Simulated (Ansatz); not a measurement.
# Si: the cost of one run

Method: DFT LDA, scalar-relativistic, plane waves, PAW, in Ansatz 0.2.0.

29 further runs of the same task are left out: 29 set aside as unsound or not needed. Runs told in other sessions of the task aren't counted.

## (1) The starting structure

It takes space group P6/mmm (No. 191, hexagonal). The conventional cell has a = 3.708 Å, b = 3.708 Å, c = 28.000 Å, α = 90.00°, β = 90.00°, γ = 120.00°. Si (site symmetry -6m2) is surrounded by 3 Si at 2.14 Å.

Structure file:

```
CELL_PARAMETERS angstrom
3.70800 0.00000 0.00000
-1.85400 3.21122 0.00000
0.00000 0.00000 28.00000
ATOMIC_POSITIONS crystal
Si 0.33333 0.66667 0.50000
Si 0.66667 0.33333 0.50000
```

This is the geometry of the first run shown, built on a cell relaxed beforehand with the same method.

## (2) What is varied

Atoms count from 1 in the order of the input.

The lattice constant and the buckling of a sheet are varied, nothing relaxed.

The axes are (1) lattice constant a of the sheet (both vectors scaled alike): 8 values from 3.585 to 4.015 Å; (2) buckling: height of Si1 above Si2: 8 values from 0.000 to 1.000 Å.

Nothing else is relaxed. Points are written as (first, second).

## (3) Grid point (3.708 Å, 0.000 Å)

The sheet is isolated along c: the input cuts the Coulomb interaction between periodic copies.

input.yaml reads:

```yaml
crystal:
  lattice:
    - [3.708, 0.0, 0.0]
    - [-1.854, 3.2112221972, 0.0]
    - [0.0, 0.0, 28.0]
  atoms:
    - { symbol: Si, position: [0.3333333333, 0.6666666667, 0.5] }
    - { symbol: Si, position: [0.6666666667, 0.3333333333, 0.5] }
  periodic: [true, true, false]
basis:
  ecutwfc: 420
kpoints:
  mp_grid: { grid: [15, 15, 1] }
hamiltonian:
  xc: lda
  pseudopotentials: { kind: paw, azcp: { folder: soft_1 } }
scf:
  occupations: { method: gaussian, width: 0.1 }
output:
  forces: true
  stress: true
  eigenvalues: true
```

Run with:

```console
$ ansatz run input.yaml --threads 1 --pin off --max-ram 3072MiB --backend cpu --events-out ev --progress --plain --runs-dir out
```

What time and memory should one allow on 1 thread of Arm Neoverse V1, shared host?

About 5.2 s, with a peak of 0.4 GiB.
